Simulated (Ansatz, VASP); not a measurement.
## Two plane-wave programs on Ti

```xyz
4
Lattice="2.8679 0.0000 0.0000 -1.4340 2.4837 0.0000 0.0000 0.0000 24.0249" Properties=species:S:1:pos:R:3 pbc="T T T"
Ti    1.4340    0.8279    8.5000
Ti    0.0000    1.6558   10.8416
Ti    0.0000    0.0000   13.2214
Ti    1.4340    0.8279   15.4096
```

Alike in both runs: functional PBEsol; k mesh 12 × 12 × 1; occupations gaussian, width 0.1 eV; no spin polarisation.

Ansatz relaxed the structure, and its values are those at the end. VASP's run is a single point on that final structure, the one shown.

|  | VASP | Ansatz |
| --- | --- | --- |
| version | VASP 6.6.1 | Ansatz 0.2.0 |
| potentials or method | VASP PAW PBE potentials, release 64 (Ti_sv) | scalar-relativistic, plane waves, PAW |
| plane-wave cutoff (eV) | 520 | 420 |
| valence electrons in the cell | 48 | 48 |

Ansatz gave:

- gap on the k mesh at the Fermi level (eV): none
- rms of the force components (eV/Å): 0.214
- work function, face that differs most (eV): 4.63

Question: Estimate VASP's values.

Answer: gap on the k mesh at the Fermi level (eV): none; rms of the force components (eV/Å): 0.216; work function, face that differs most (eV): 4.62.

A gap of «none» marks a metal or a gap that the smearing closes. Ansatz warned: «xc_potential_rough_in_thin_density».

Caveats: the PAW data sets were made with another functional, which shifts forces and pressure a little (VASP).
